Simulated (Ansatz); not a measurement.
# Notes on ZnS

```
Zn S
1.0
     2.06754    3.45542   -0.02940
    -1.73398    3.26283   -0.11150
     0.13430   -0.13307    6.49177
Zn S
2 2
Direct
  0.64799 0.66978 0.99182
  0.29042 0.33625 0.49890
  0.58909 0.69146 0.35650
  0.34040 0.30265 0.87014
```

The numbers come from plane-wave PAW DFT (Ansatz): PBE, no spin polarisation, 420 eV, 5×6×3 (shifted by 0, 0.5, 0.5 steps) k points, fermi-dirac occupations (width 0.1 eV). Nothing was relaxed.

**Band edges.** Within 0.7 eV of the edges, the states project mainly on S p (89 %) below the gap and on Zn s (50 %), S p (19 %) and S s (16 %) above it.
**Charges.** Bader charges in e: Zn +0.89, S -0.89. In the mean Zn gives up most and S takes most.
**Formation energy.** -0.72 eV an atom against the elements' usual phases (free molecules for gases, crystals otherwise, with no correction for O₂ or N₂), so it is bound against them; other compounds may still compete. Relaxing would lower it.
**Electronic structure.** The gap on the k mesh is 2.69 eV; the mesh may miss the band edges, so the true gap of this level can be smaller.
**Contacts.** Zn–S at 2.19 Å: least valence density 0.63 e/Å³ and ELF 0.38 there. Both are smooth PAW fields, read partly inside the augmentation spheres.

Origin: a strained cell with displaced atoms, so it need not be a known compound. Caveats: an odd or shifted mesh can miss the band edges, so this level's true gap may be smaller.
